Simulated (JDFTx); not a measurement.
Crystal: BP.

```
P B
1.0
     0.00000    2.26900    2.26900
     2.26900    0.00000    2.26900
     2.26900    2.26900    0.00000
P B
1 1
Direct
  0.75000 0.75000 0.75000
  0.00000 0.00000 0.00000
```

Program: JDFTx 1.7.0 (patched build). Alike in all runs: task single point; no spin polarisation; cell as given; k mesh 10 × 10 × 10; cutoff (eV) 1034; smearing fermi-dirac 0.05 eV.

Question: Order these runs on this cell by their pressure, lowest first.
A. level PBE; potentials or basis PseudoDojo-SR-PBE-0.5-standard
B. level PBEsol; potentials or basis PseudoDojo-SR-PBEsol-0.4.1-standard with smoothed tails; local potential set to -Z/r beyond 6 bohr; pseudo rcut 6
C. level LDA; potentials or basis PseudoDojo-SR-LDA-0.4.1-standard
D. level BLYP; potentials or basis PseudoDojo-SR-PBE-0.5-standard

Answer: C (-5.6 GPa), B (-1.9 GPa), A (1.0 GPa), D (7.1 GPa).

Caveats: the potentials were made for another functional, which shifts forces and pressure (some runs).

Not every run made on this cell is shown here.
